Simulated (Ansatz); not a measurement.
The system is GaAs.

```
As Ga
1.0
     0.00000    2.82685    2.82685
     2.82685    0.00000    2.82685
     2.82685    2.82685    0.00000
As Ga
1 1
Direct
  0.75000 0.75000 0.75000
  0.00000 0.00000 0.00000
```

Base run:

```yaml
Program: Ansatz 0.2.0
Functional: SVWN5
Potentials_or_basis: Ansatz PAW
Cutoff: "420 eV (not typed: the program's choice for these potentials)"
k_mesh: 8 × 8 × 8
Occupations: fermi-dirac, width 0.05 eV
Spin: no spin polarisation
```

Its results: band gap on the k mesh 0.28 eV, direct; pressure -2.0 GPa.

Task: The run is repeated on the same cell with these changes: functional from SVWN5 to PBE; cutoff from 420 eV (not typed: the program's choice for these potentials) to 600 eV. What comes out?

Result: Band gap on the k mesh 0.52 eV, direct; pressure 3.3 GPa.

PBE binds less tightly than SVWN5, so the same cell stands under more pressure.

Caveats: the PAW data sets come from PBE, with cores solved anew for the run's functional, which leaves a small shift of forces and pressure (some runs).
